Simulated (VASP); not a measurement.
# Cu (Fm-3m) in VASP: a series of runs

Runs on Cu. Level: r2SCAN. Tasks: equation of state, phonons.

Program: VASP 6.6.1. These are calculated values, not measurements. Logs are shortened: lines on timing, memory, paths and dates and some standing lists are left out, and cuts for length are marked.

**1. The crystal as given**

It takes space group Fm-3m (No. 225, cubic). Conventional cell: a = 3.615 Å, b = 3.615 Å, c = 3.615 Å, α = 90.00°, β = 90.00°, γ = 90.00°. Cu (site symmetry m-3m) is surrounded by 12 Cu at 2.56 Å.

**2. Equation of state, r2SCAN, 11.10 Å³/atom (volume scaled by 0.94)**

Contents of INCAR:

```
SYSTEM = Cu
  ALGO = Normal
  EDIFF = 1E-7
  ENCUT = 520
  ISIF = 2
  ISMEAR = -1
  LASPH = .TRUE.
  LCHARG = .FALSE.
  LMIXTAU = .TRUE.
  LREAL = .FALSE.
  LWAVE = .FALSE.
  METAGGA = R2SCAN
  NELM = 60
  PREC = Accurate
  SIGMA = 0.05
```

Contents of KPOINTS:

```
k-points
0
G
  13 13 13
  0 0 0
```

Contents of POSCAR:

```
Cu
1.0
    0.0000000000      1.7706018915      1.7706018915
    1.7706018915      0.0000000000      1.7706018915
    1.7706018915      1.7706018915      0.0000000000
Cu
1
Direct
    0.0000000000      0.0000000000      0.0000000000
```

Potentials or basis: VASP PAW PBE potentials, release 64 (Cu).

The run is started by

```console
$ cat potpaw_PBE.64/Cu/POTCAR > POTCAR
$ mpirun -np 1 vasp_std > vasp.out
```

OUTCAR:

```text
SYSTEM = Cu
   EDIFF = 1E-7
   ENCUT = 520
   ISIF = 2
   ISMEAR = -1
   LASPH = .TRUE.
   LREAL = .FALSE.
   METAGGA = R2SCAN
   NELM = 60
   PREC = Accurate

 Found     84 irreducible k-points:

 Following reciprocal coordinates:
            Coordinates               Weight
  0.000000  0.000000  0.000000      1.000000
  0.076923  0.000000  0.000000      8.000000
  0.153846  0.000000  0.000000      8.000000
  0.230769  0.000000  0.000000      8.000000
  0.307692  0.000000  0.000000      8.000000
  0.384615  0.000000  0.000000      8.000000
   k-points           NKPTS =     84   k-points in BZ     NKDIM =     84   number of bands    NBANDS=      9
   number of dos      NEDOS =    301   number of ions     NIONS =      1
   total plane-waves  NPLWV =   8000
   dimension x,y,z NGX =    20 NGY =   20 NGZ =   20
   dimension x,y,z NGXF=    40 NGYF=   40 NGZF=   40
   ions per type =               1
   NGX,Y,Z   is equivalent  to a cutoff of  13.28, 13.28, 13.28 a.u.
   NGXF,Y,Z  is equivalent  to a cutoff of  26.56, 26.56, 26.56 a.u.
 SYSTEM =  Cu
   PREC   = accura    normal or accurate (medium, high low for compatibility)
   ISTART =      0    job   : 0-new  1-cont  2-samecut
   ICHARG =      2    charge: 1-file 2-atom 10-const
   ISPIN  =      1    spin polarized calculation?
   LNONCOLLINEAR =      F non collinear calculations
   LSORBIT =      F    spin-orbit coupling
   LASPH  =      T    aspherical Exc in radial PAW
   ENCUT  =  520.0 eV  38.22 Ry    6.18 a.u.   4.66  4.66  4.66*2*pi/ulx,y,z
   NELM   =     60;   NELMIN=  2; NELMDL= -5     # of ELM steps
   EDIFF  = 0.1E-06   stopping-criterion for ELM
   LREAL  =      F    real-space projection
   EDIFFG = 0.1E-05   stopping-criterion for IOM
   NSW    =      0    number of steps for IOM
   IBRION =     -1    ionic relax: 0-MD 1-quasi-New 2-CG
   NFREE  =      0    steps in history (QN), initial steepest desc. (CG)
   ISIF   =      2    stress and relaxation
   ISYM   =      2    0-nonsym 1-usesym 2-fastsym
   POTIM  = 0.5000    time-step for ionic-motion
   TEBEG  =    0.0;   TEEND  =   0.0 temperature during run
   PSTRESS=    0.0 pullay stress
   NELECT =      11.0000    total number of electrons
   NUPDOWN=      -1.0000    fix difference up-down
   EMIN   =  10.00;   EMAX   =-10.00  energy-range for DOS
   EFERMI =   0.00;   METHOD = LEGACY
   ISMEAR =    -1;   SIGMA  =   0.05  broadening in eV -4-tet -1-fermi 0-gaus
   EFERMI_NEDOS =   21; number of points for ismear=-14 and -15
   IALGO  =     38    algorithm
   IMIX   =      4    mixing-type and parameters
     AMIX     =   0.40;   BMIX     =  1.00
     AMIX_MAG =   1.60;   BMIX_MAG =  1.00
  volume/ion in A,a.u.               =      11.10        74.92
  Fermi-wavevector in a.u.,A,eV,Ry     =   1.632080  3.084184 36.241641  2.663685
  Thomas-Fermi vector in A             =   2.724110
   LORBIT       =      0    0 simple, 1 ext, 2 COOP (PROOUT), +10 PAW based schemes
   METAGGA = R2SCAN    functional components
   LHFCALC =     F    Hartree Fock is set to
   AEXX    =    0.0000 exact exchange contribution
   IVDW    =     0    specifies the selected vdW correction
   LEPSILON=     F    determine dielectric tensor
   LRPA    =     F    only Hartree local field effects (RPA)
 non-spin polarized calculation
  energy-cutoff  :      520.00
  volume of cell :       11.10
 maximum number of plane-waves:       307
   NGX =  9   NGY =  9   NGZ =  9

 number of electron      11.0000009 magnetization

 Free energy of the ion-electron system (eV)
  ---------------------------------------------------
  ext. energy  EPLUGINS =         0.00000000
  ---------------------------------------------------
  free energy    TOTEN  =       -10.82170084 eV

  energy without entropy =      -10.81898863  energy(sigma->0) =      -10.82034473

 E-fermi :   8.3797     XC(G=0): -14.1666

 val. band max:        8.1875138378   @ k =   0.4615   0.2308   0.0000
 cond. band min:       8.4102739134   @ k =   0.4615   0.3077   0.0000
 fundamental gap:      0.2227600756
 Fermi energy:         8.3797462251

 k-point     1 :       0.0000    0.0000    0.0000
  band No.  band energies     occupation
      1      -1.9847      2.00000
      2       4.8402      2.00000
      3       4.8403      2.00000
      4       4.8403      2.00000
      5       5.7399      2.00000
      6       5.7399      2.00000
      7      32.0779      0.00000
      8      35.6103      0.00000
      9      35.6104      0.00000

 k-point     2 :       0.0769    0.0000    0.0000
  band No.  band energies     occupation
      1      -1.7510      2.00000
      2       4.7882      2.00000
      3       4.8846      2.00000
      4       4.8847      2.00000
      5       5.7226      2.00000
      6       5.7227      2.00000
      7      30.8087      0.00000
      8      33.4852      0.00000
      9      34.9275      0.00000

 k-point     3 :       0.1538    0.0000    0.0000
  band No.  band energies     occupation
      1      -1.0666      2.00000
      2       4.6607      2.00000
      3       4.9796      2.00000
      4       4.9797      2.00000
      5       5.7068      2.00000
      6       5.7069      2.00000
      7      26.8870      0.00000
      8      32.8096      0.00000
      9      33.9436      0.00000

 k-point     4 :       0.2308    0.0000    0.0000
  band No.  band energies     occupation
      1       0.0016      2.00000
      2       4.5493      2.00000
      3       5.0162      2.00000
      4       5.0164      2.00000
      5       5.7922      2.00000
      6       5.7923      2.00000
      7      22.7177      0.00000
      8      32.2594      0.00000
      9      33.1742      0.00000

 k-point     5 :       0.3077    0.0000    0.0000
  band No.  band energies     occupation
      1       1.2554      2.00000
      2       4.6602      2.00000
      3       4.9501      2.00000
      4       4.9503      2.00000
      5       6.0021      2.00000
      6       6.0022      2.00000
      7      18.8181      0.00000
      8      31.5684      0.00000
      9      32.6721      0.00000

 k-point     6 :       0.3846    0.0000    0.0000
  band No.  band energies     occupation
      1       2.2031      2.00000
      2       4.8565      2.00000
      3       4.8567      2.00000
      4       5.4108      2.00000
      5       6.2269      2.00000
      6       6.2270      2.00000
      7      15.3832      0.00000
      8      30.9519      0.00000
      9      32.4180      0.00000

 [... further k-points ...]

------------------------ aborting loop because EDIFF is reached ----------------------------------------

  FORCE on cell =-STRESS in cart. coord.  units (eV):
  Direction    XX          YY          ZZ          XY          YZ          ZX
  --------------------------------------------------------------------------------------
  -------------------------------------------------------------------------------------
  Total        0.4049061      0.4049061      0.4049061      0.0000000     -0.0000000      0.0000000
  in kB       58.4348779     58.4348779     58.4348779      0.0000000     -0.0000000      0.0000000
  external PRESSURE =      58.4348779 kB  Pullay stress =       0.0000000 kB

 VOLUME and BASIS-vectors are now :
 -----------------------------------------------------------------------------
  energy-cutoff  :      520.00
  volume of cell :       11.10
      direct lattice vectors                 reciprocal lattice vectors
     0.000000000  1.770601891  1.770601891    -0.282389849  0.282389849  0.282389849
     1.770601891  0.000000000  1.770601891     0.282389849 -0.282389849  0.282389849
     1.770601891  1.770601891  0.000000000     0.282389849  0.282389849 -0.282389849

 POSITION                                       TOTAL-FORCE (eV/Angst)
 -----------------------------------------------------------------------------------
      0.00000      0.00000      0.00000        -0.000000      0.000000     -0.000000
 -----------------------------------------------------------------------------------
    total drift:                                0.000000     -0.000000     -0.000000

  FREE ENERGIE OF THE ION-ELECTRON SYSTEM (eV)
  ---------------------------------------------------
  free  energy   TOTEN  =       -10.8217008385 eV

  energy  without entropy=      -10.8189886278  energy(sigma->0) =      -10.82034473
```

It took 22 s on 1 thread of Intel Xeon 6975P-C (Granite Rapids), shared host; peak memory 0.13 GiB.

What came out:

```yaml
Free_energy: -10.8217 eV
Pressure: 5.8 GPa
Band_gap_on_the_k_mesh: none (metal or under the smearing width)
```

Caveat: the PAW data sets were made with another functional, which shifts forces and pressure a little.

**3. Equation of state, r2SCAN, 11.34 Å³/atom (volume scaled by 0.96)**

Contents of INCAR:

```
SYSTEM = Cu
PREC = Accurate ; ENCUT = 520
EDIFF = 1E-7 ; ISMEAR = -1
SIGMA = 0.05 ; LREAL = .False.
LASPH = .True. ; NELM = 60
ALGO = Normal ; ISIF = 2
LWAVE = .False. ; LCHARG = .False.
METAGGA = R2SCAN ; LMIXTAU = .True.
```

Contents of KPOINTS:

```
Automatic mesh
0
Gamma
  13 13 13
  0 0 0
```

Contents of POSCAR:

```
Cu
1.0
    0.0000000000      1.7830713297      1.7830713297
    1.7830713297      0.0000000000      1.7830713297
    1.7830713297      1.7830713297      0.0000000000
Cu
1
Direct
    0.0000000000      0.0000000000      0.0000000000
```

Potentials or basis: VASP PAW PBE potentials, release 64 (Cu).

The run is started by

```console
$ cat potpaw_PBE.64/Cu/POTCAR > POTCAR
$ mpirun -np 1 vasp_std > vasp.out
```

Run time: 24 s. Hardware: 1 thread of Intel Xeon 6975P-C (Granite Rapids), shared host; peak memory 0.12 GiB.

It converged, with:

* Free energy: -10.8277 eV
* Pressure: 2.0 GPa
* Band gap on the k mesh: none (metal or under the smearing width)

Caveat: the PAW data sets were made with another functional, which shifts forces and pressure a little.

**4. Equation of state, r2SCAN, 11.57 Å³/atom (volume scaled by 0.98)**

Contents of INCAR:

```
SYSTEM = Cu
PREC     = Accurate       ! precision mode
ENCUT    = 520            ! plane-wave cutoff, eV
EDIFF    = 1E-6           ! SCF threshold, eV
ISMEAR   = -1             ! smearing method
SIGMA    = 0.05           ! smearing width, eV
LREAL    = .FALSE.        ! projectors in reciprocal space
LASPH    = .TRUE.         ! aspherical terms in the spheres
NELM     = 60             ! most SCF steps
ALGO     = Normal         ! electronic algorithm
ISIF     = 2              ! what is computed and relaxed
LWAVE    = .FALSE.        ! write WAVECAR
LCHARG   = .FALSE.        ! write CHGCAR
METAGGA  = R2SCAN         ! meta-GGA
LMIXTAU  = .TRUE.
```

Contents of KPOINTS:

```
Automatic mesh
0
G
  13 13 13
  0 0 0
```

Contents of POSCAR:

```
Cu
1.0
    0.0000000000      1.7953687620      1.7953687620
    1.7953687620      0.0000000000      1.7953687620
    1.7953687620      1.7953687620      0.0000000000
Cu
1
Direct
    0.0000000000      0.0000000000      0.0000000000
```

The run is started by

```console
$ cat potpaw_PBE.64/Cu/POTCAR > POTCAR
$ mpirun -np 1 vasp_std > vasp.out
```

Wall time 26 s (1 thread of Intel Xeon 6975P-C (Granite Rapids), shared host); peak memory 0.13 GiB.

It converged, with:

```
Free energy            : -10.8284 eV
Pressure               : -1.4 GPa
Band gap on the k mesh : none (metal or under the smearing width)
```

Caveat: the PAW data sets were made with another functional, which shifts forces and pressure a little.

**5. Equation of state, r2SCAN, 12.05 Å³/atom (volume scaled by 1.02)**

Contents of INCAR:

```
SYSTEM = Cu
PREC     = Accurate       ! precision mode
ENCUT    = 520            ! plane-wave cutoff, eV
EDIFF    = 1E-6           ! SCF threshold, eV
ISMEAR   = -1             ! smearing method
SIGMA    = 0.05           ! smearing width, eV
LREAL    = .False.        ! projectors in reciprocal space
LASPH    = .True.         ! aspherical terms in the spheres
NELM     = 60             ! most SCF steps
ALGO     = Normal         ! electronic algorithm
ISIF     = 2              ! what is computed and relaxed
LWAVE    = .False.        ! write WAVECAR
LCHARG   = .False.        ! write CHGCAR
METAGGA  = R2SCAN         ! meta-GGA
LMIXTAU  = .True.
```

Contents of KPOINTS:

```
regular mesh
0
Gamma
  13 13 13
  0 0 0
```

Contents of POSCAR:

```
Cu
1.0
    0.0000000000      1.8194705475      1.8194705475
    1.8194705475      0.0000000000      1.8194705475
    1.8194705475      1.8194705475      0.0000000000
Cu
1
Direct
    0.0000000000      0.0000000000      0.0000000000
```

The run is started by

```console
$ cat potpaw_PBE.64/Cu/POTCAR > POTCAR
$ mpirun -np 1 vasp_std > vasp.out
```

Wall time 31 s (1 thread of Intel Xeon 6975P-C (Granite Rapids), shared host); peak memory 0.13 GiB.

It converged, with:

```yaml
Free_energy: -10.8164 eV
Pressure: -7.0 GPa
Band_gap_on_the_k_mesh: none (metal or under the smearing width)
```

Caveat: the PAW data sets were made with another functional, which shifts forces and pressure a little.

**6. Equation of state, r2SCAN, 12.28 Å³/atom (volume scaled by 1.04)**

Contents of INCAR:

```
ALGO     = Normal         # electronic algorithm
EDIFF    = 1E-6           # SCF threshold, eV
ENCUT    = 520            # plane-wave cutoff, eV
ISIF     = 2              # what is computed and relaxed
ISMEAR   = -1             # smearing method
LASPH    = True           # aspherical terms in the spheres
LCHARG   = False          # write CHGCAR
LMIXTAU  = True         
LREAL    = False          # projectors in reciprocal space
LWAVE    = False          # write WAVECAR
METAGGA  = R2SCAN         # meta-GGA
NELM     = 60             # most SCF steps
PREC     = Accurate       # precision mode
SIGMA    = 0.05           # smearing width, eV
```

Contents of KPOINTS:

```
k-points
0
Gamma
  13 13 13
```

Contents of POSCAR:

```
Cu
1.0
    0.0000000000      1.8312856224      1.8312856224
    1.8312856224      0.0000000000      1.8312856224
    1.8312856224      1.8312856224      0.0000000000
Cu
1
Direct
    0.0000000000      0.0000000000      0.0000000000
```

Potentials or basis: VASP PAW PBE potentials, release 64 (Cu).

The run is started by

```console
$ cat potpaw_PBE.64/Cu/POTCAR > POTCAR
$ mpirun -np 1 vasp_std > vasp.out
```

Wall time 30 s (1 thread of Intel Xeon 6975P-C (Granite Rapids), shared host); peak memory 0.13 GiB.

Results (log left out):

| Quantity | Value |
| --- | --- |
| Free energy | -10.8047 eV |
| Pressure | -9.3 GPa |
| Band gap on the k mesh | none (metal or under the smearing width) |

Caveat: the PAW data sets were made with another functional, which shifts forces and pressure a little.

**7. Equation of state, r2SCAN, 12.52 Å³/atom (volume scaled by 1.06)**

Contents of INCAR:

```
  PREC = Accurate
  ENCUT = 520
  EDIFF = 1E-6
  ISMEAR = -1
  SIGMA = 0.05
  LREAL = F
  LASPH = T
  NELM = 100
  ALGO = Normal
  ISIF = 2
  LWAVE = F
  LCHARG = F
  METAGGA = R2SCAN
  LMIXTAU = T
```

Contents of KPOINTS:

```
regular mesh
0
Gamma
  13 13 13
```

Contents of POSCAR:

```
Cu
1.0
    0.0000000000      1.8429501765      1.8429501765
    1.8429501765      0.0000000000      1.8429501765
    1.8429501765      1.8429501765      0.0000000000
Cu
1
Direct
    0.0000000000      0.0000000000      0.0000000000
```

The run is started by

```console
$ cat potpaw_PBE.64/Cu/POTCAR > POTCAR
$ mpirun -np 1 vasp_std > vasp.out
```

Run time: 33 s. Hardware: 1 thread of Intel Xeon 6975P-C (Granite Rapids), shared host; peak memory 0.13 GiB.

The run converged. Its results:

```yaml
Free_energy: -10.7898 eV
Pressure: -11.3 GPa
Band_gap_on_the_k_mesh: none (metal or under the smearing width)
```

Caveat: the PAW data sets were made with another functional, which shifts forces and pressure a little.

(Part 1 of 2 ends here.)
